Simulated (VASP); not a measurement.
# Zr (Im-3m) in VASP: notebook

Aim: see how the results for Zr move with the level of theory and the settings. Levels: PW91, PBE0+TS, LDA. Tasks: elastic constants, band structure.

All numbers are computed with VASP 6.6.1; they aren't measurements. Logs are shortened: lines on timing, memory, paths and dates and some standing lists are left out, and cuts for length are marked.

## Step 1: Starting point

The structure is cubic, space group Im-3m (No. 229). The conventional cell has a = 3.620 Å, b = 3.620 Å, c = 3.620 Å, α = 90.00°, β = 90.00°, γ = 90.00°. Zr (site symmetry m-3m) is surrounded by 8 Zr at 3.14 Å.

This isn't the form of Zr at room conditions, which is hcp.

## Step 2: Elastic constants, PW91

POSCAR

```
Zr
1.0
   -1.8100000000      1.8100000000      1.8100000000
    1.8100000000     -1.8100000000      1.8100000000
    1.8100000000      1.8100000000     -1.8100000000
Zr
1
Direct
    0.0000000000      0.0000000000      0.0000000000
```

INCAR.step1

```
SYSTEM = Zr
PREC = Accurate
ENCUT = 600
EDIFF = 1E-8
ISMEAR = -1
SIGMA = 0.02
LREAL = .False.
LASPH = .True.
NELM = 60
ALGO = Fast
ISIF = 3
LWAVE = .False.
LCHARG = .False.
GGA = 91
IBRION = 2
NSW = 40
EDIFFG = -0.002
```

INCAR.step2

```
SYSTEM = Zr
PREC = Accurate
ENCUT = 600
EDIFF = 1E-8
ISMEAR = -1
SIGMA = 0.02
LREAL = .False.
LASPH = .True.
NELM = 60
ALGO = Fast
ISIF = 3
LWAVE = .False.
LCHARG = .False.
GGA = 91
IBRION = 6
NFREE = 2
POTIM = 0.015
NSW = 1
```

KPOINTS

```
regular mesh
0
Gamma
  7 7 7
  0 0 0
```

Potentials or basis: VASP PAW PBE potentials, release 64 (Zr_sv).

On the command line:

```console
$ cat potpaw_PBE.64/Zr_sv/POTCAR > POTCAR
$ cp INCAR.step1 INCAR
$ mpirun -np 1 vasp_std > vasp.out
$ cp CONTCAR POSCAR
$ cp INCAR.step2 INCAR
$ mpirun -np 1 vasp_std > vasp.out
```

OUTCAR:

```text
SYSTEM = Zr
   PREC = Accurate
   ENCUT = 600
   EDIFF = 1E-8
   ISMEAR = -1
   LREAL = .False.
   LASPH = .True.
   NELM = 60
   ISIF = 3
   GGA = 91
   IBRION = 6
   NFREE = 2
   POTIM = 0.015
   NSW = 1

 ion  position               nearest neighbor table
   1  0.000  0.000  0.000-

  LATTYP: Found a body centered cubic cell.
 ALAT       =     3.5706492422

  Lattice vectors:

 A1 = (  -1.7853246211,   1.7853246211,   1.7853246211)
 A2 = (   1.7853246211,  -1.7853246211,   1.7853246211)
 A3 = (   1.7853246211,   1.7853246211,  -1.7853246211)

Analysis of symmetry for initial positions (statically):
=====================================================================
 Subroutine PRICEL returns:
 Original cell was already a primitive cell.

 Routine SETGRP: Setting up the symmetry group for a
 body centered cubic supercell.

 Subroutine GETGRP returns: Found 48 space group operations
 (whereof 48 operations were pure point group operations)
 out of a pool of 48 trial point group operations.

The static configuration has the point symmetry O_h .

Analysis of symmetry for dynamics (positions and initial velocities):
=====================================================================
 Subroutine PRICEL returns:
 Original cell was already a primitive cell.

 Routine SETGRP: Setting up the symmetry group for a
 body centered cubic supercell.

 Subroutine GETGRP returns: Found 48 space group operations
 (whereof 48 operations were pure point group operations)
 out of a pool of 48 trial point group operations.

The dynamic configuration has the point symmetry O_h .

 Subroutine INISYM returns: Found 48 space group operations
 (whereof 48 operations are pure point group operations),
 and found     1 'primitive' translations

----------------------------------------------------------------------------------------

                                     Primitive cell

  volume of cell :      22.7621

  direct lattice vectors                    reciprocal lattice vectors
    -1.785324621  1.785324621  1.785324621     0.000000000  0.280061113  0.280061113
     1.785324621 -1.785324621  1.785324621     0.280061113  0.000000000  0.280061113
     1.785324621  1.785324621 -1.785324621     0.280061113  0.280061113  0.000000000

  length of vectors
     3.092272952  3.092272952  3.092272952     0.396066224  0.396066224  0.396066224

  position of ions in fractional coordinates (direct lattice)
     0.000000000  0.000000000  0.000000000

  ion indices of the primitive-cell ions
   primitive index   ion index
                 1           1

----------------------------------------------------------------------------------------

 KPOINTS: regular mesh

Automatic generation of k-mesh.
 Grid dimensions read from file:
 generate k-points for:    7    7    7

 Generating k-lattice:

  Cartesian coordinates                     Fractional coordinates (reciprocal lattice)
     0.000000000  0.040008730  0.040008730     0.142857143  0.000000000  0.000000000
     0.040008730  0.000000000  0.040008730     0.000000000  0.142857143  0.000000000
     0.040008730  0.040008730  0.000000000     0.000000000  0.000000000  0.142857143

  Length of vectors
     0.056580889  0.056580889  0.056580889

  Shift w.r.t. Gamma in fractional coordinates (k-lattice)
[... 65 lines left out ...]
   IMIX   =      4    mixing-type and parameters
     AMIX     =   0.40;   BMIX     =  1.00
     AMIX_MAG =   1.60;   BMIX_MAG =  1.00
  volume/ion in A,a.u.               =      22.76       153.61
  Fermi-wavevector in a.u.,A,eV,Ry     =   1.322507  2.499176 23.796935  1.749025
  Thomas-Fermi vector in A             =   2.452183
   LORBIT       =      0    0 simple, 1 ext, 2 COOP (PROOUT), +10 PAW based schemes
   GGA     = 91    functional components
   LHFCALC =     F    Hartree Fock is set to
   AEXX    =    0.0000 exact exchange contribution
   IVDW    =     0    specifies the selected vdW correction
   LEPSILON=     F    determine dielectric tensor
   LRPA    =     F    only Hartree local field effects (RPA)
 finite differences with symmetry
 non-spin polarized calculation
 RMM-DIIS sequential band-by-band and
  energy-cutoff  :      600.00
  volume of cell :       22.76
 maximum number of plane-waves:       770
 NGX is ok and might be reduce to    28
   NGX = 13   NGY = 13   NGZ = 13

--------------------------------------- Ionic step        1  -------------------------------------------

 number of electron      12.0000000 magnetization

 Free energy of the ion-electron system (eV)
  ---------------------------------------------------
  ext. energy  EPLUGINS =         0.00000000
  ---------------------------------------------------
  free energy    TOTEN  =        -8.35933023 eV

  energy without entropy =       -8.35306984  energy(sigma->0) =       -8.35620003

------------------------ aborting loop because EDIFF is reached ----------------------------------------

  FORCE on cell =-STRESS in cart. coord.  units (eV):
  Direction    XX          YY          ZZ          XY          YZ          ZX
  --------------------------------------------------------------------------------------
  -------------------------------------------------------------------------------------
  Total       -0.0036817     -0.0036817     -0.0036817      0.0000000      0.0000000      0.0000000
  in kB       -0.2591509     -0.2591509     -0.2591509      0.0000000      0.0000000      0.0000000
  external PRESSURE =      -0.2591509 kB  Pullay stress =       0.0000000 kB
[... 86 lines left out ...]
  FREE ENERGIE OF THE ION-ELECTRON SYSTEM (eV)
  ---------------------------------------------------
  free  energy   TOTEN  =        -8.3609003722 eV

  energy  without entropy=       -8.3562192486  energy(sigma->0) =       -8.35855981

[... ionic steps 4 to 12 ...]

--------------------------------------- Ionic step       13  -------------------------------------------

 number of electron      12.0000000 magnetization

------------------------ aborting loop because EDIFF is reached ----------------------------------------
[... 65 lines left out ...]
--------------------------------------- Ionic step       15  -------------------------------------------

 number of electron      12.0000000 magnetization

 Free energy of the ion-electron system (eV)
  ---------------------------------------------------
  ext. energy  EPLUGINS =         0.00000000
  ---------------------------------------------------
  free energy    TOTEN  =        -8.35933024 eV

  energy without entropy =       -8.35306983  energy(sigma->0) =       -8.35620003

 E-fermi :   9.0057     XC(G=0): -11.1967

 val. band max:        9.0041671916   @ k =  -0.2857   0.2857   0.1429
 cond. band min:       9.0541812796   @ k =  -0.4286   0.4286   0.1429
 fundamental gap:      0.0500140880
 Fermi energy:         9.0057268702

 k-point     1 :       0.0000    0.0000    0.0000
  band No.  band energies     occupation
      1     -39.3598      2.00000
      2     -16.9345      2.00000
      3     -16.9345      2.00000
      4     -16.9345      2.00000
      5       3.5779      2.00000
      6      10.0581      0.00000
      7      10.0581      0.00000
      8      10.0581      0.00000
      9      12.5882      0.00000
     10      12.5882      0.00000
[... 273 lines left out ...]
  FREE ENERGIE OF THE ION-ELECTRON SYSTEM (eV)
  ---------------------------------------------------
  free  energy   TOTEN  =        -8.3593302365 eV

  energy  without entropy=       -8.3530698325  energy(sigma->0) =       -8.35620003

 INTERNAL STRAIN TENSORS FROM STRAINED CELLS
 ============================================

 INTERNAL STRAIN TENSOR FOR ION    1 for displacements in x,y,z  (eV/Angst):
          X           Y           Z          XY          YZ          ZX
  --------------------------------------------------------------------------------
  x     0.00000    -0.00000     0.00000     0.00000     0.00000     0.00000
  y     0.00000    -0.00000     0.00000     0.00000     0.00000    -0.00000
  z    -0.00000    -0.00000     0.00000     0.00000     0.00000    -0.00000

 INTERNAL STRAIN TENSORS FROM DISPLACED ATOMS
 ============================================

 INTERNAL STRAIN TENSOR FOR ION    1 for displacements in x,y,z  (eV/Angst):
          X           Y           Z          XY          YZ          ZX
  --------------------------------------------------------------------------------
  x     0.00000     0.00000     0.00000     0.00000     0.00000     0.00000
  y     0.00000     0.00000     0.00000     0.00000     0.00000     0.00000
  z     0.00000     0.00000     0.00000     0.00000     0.00000     0.00000

 Eigenvectors and eigenvalues of the dynamical matrix
 ----------------------------------------------------

   1 f  =    0.000000 THz     0.000000 2PiTHz    0.000000 cm-1     0.000000 meV
             X         Y         Z           dx          dy          dz
      0.000000  0.000000  0.000000     0.990342    0.138648    0.000000

   2 f  =    0.000000 THz     0.000000 2PiTHz    0.000000 cm-1     0.000000 meV
             X         Y         Z           dx          dy          dz
      0.000000  0.000000  0.000000     0.138648   -0.990342    0.000000

   3 f  =    0.000000 THz     0.000000 2PiTHz    0.000000 cm-1     0.000000 meV
             X         Y         Z           dx          dy          dz
      0.000000  0.000000  0.000000     0.000000    0.000000    1.000000

--------------------------------------------------------------------------------------------------------

 ELASTIC MODULI CONTR FROM IONIC RELAXATION (kBar)
 Direction    XX          YY          ZZ          XY          YZ          ZX
 --------------------------------------------------------------------------------
 XX           0.0000      0.0000      0.0000      0.0000      0.0000      0.0000
 YY           0.0000      0.0000      0.0000      0.0000      0.0000      0.0000
 ZZ           0.0000      0.0000      0.0000      0.0000      0.0000      0.0000
 XY           0.0000      0.0000      0.0000      0.0000      0.0000      0.0000
 YZ           0.0000      0.0000      0.0000      0.0000      0.0000      0.0000
 ZX           0.0000      0.0000      0.0000      0.0000      0.0000      0.0000
 --------------------------------------------------------------------------------

 TOTAL ELASTIC MODULI (kBar)
 Direction    XX          YY          ZZ          XY          YZ          ZX
 --------------------------------------------------------------------------------
 XX        -580.8227   1263.3827   1263.3827      0.0000      0.0000      0.0000
 YY        1263.3827   -580.8227   1263.3827     -0.0000     -0.0000      0.0000
 ZZ        1263.3827   1263.3827   -580.8227      0.0000      0.0000     -0.0000
 XY           0.0000     -0.0000      0.0000   -107.2371     -0.0000      0.0000
 YZ           0.0000     -0.0000      0.0000     -0.0000   -107.2371      0.0000
 ZX           0.0000      0.0000     -0.0000      0.0000      0.0000   -107.2371
 --------------------------------------------------------------------------------
```

Wall time 5.8 min (1 thread of AMD EPYC 9R45 (Zen 5), shared host); peak memory 0.16 GiB.

What came out:

| Quantity | Value |
| --- | --- |
| Relaxed volume | 22.76 Å³/atom |
| Relaxed cell | a = 3.092 Å, b = 3.092 Å, c = 3.092 Å, α = 109.47°, β = 109.47°, γ = 109.47° |
| Space group after relaxing (to 0.05 Å) | Im-3m (No. 229) |
| Elastic constants C11, C12, C44 | -58, 126, -11 GPa |
| Voigt bulk modulus | 65 GPa |

Step by step:
```
step  energy change (eV)  largest force (eV/Å)  pressure (GPa)  volume (Å³)
   1              0.0000                0.0000           -2.44        23.72
   2             -0.0071                0.0000            0.87        22.50
   3             -0.0077                0.0000           -0.02        22.77
   4             -0.0077                0.0000            0.03        22.75
   5             -0.0077                0.0000           -0.01        22.76
```

Final structure:
```
Zr
1.0
    -1.78532    1.78532    1.78532
     1.78532   -1.78532    1.78532
     1.78532    1.78532   -1.78532
Zr
1
Direct
  0.00000 0.00000 0.00000
```

Elastic tensor in Voigt notation (GPa, in the Cartesian axes of the cell as first typed):
```
-58 126 126   0   0   0
126 -58 126   0   0   0
126 126 -58   0   0   0
  0   0   0 -11   0   0
  0   0   0   0 -11   0
  0   0   0   0   0 -11
```

Clamped-ion elastic tensor (GPa):
```
-58 126 126   0   0   0
126 -58 126   0   0   0
126 126 -58   0   0   0
  0   0   0 -11   0   0
  0   0   0   0 -11   0
  0   0   0   0   0 -11
```

Caveat: the elastic tensor has a negative eigenvalue, so either the cell is unstable as it stands or the mesh is too thin; the PAW data sets were made with another functional, which shifts forces and pressure a little.

(Continued in part 2 of 2.)
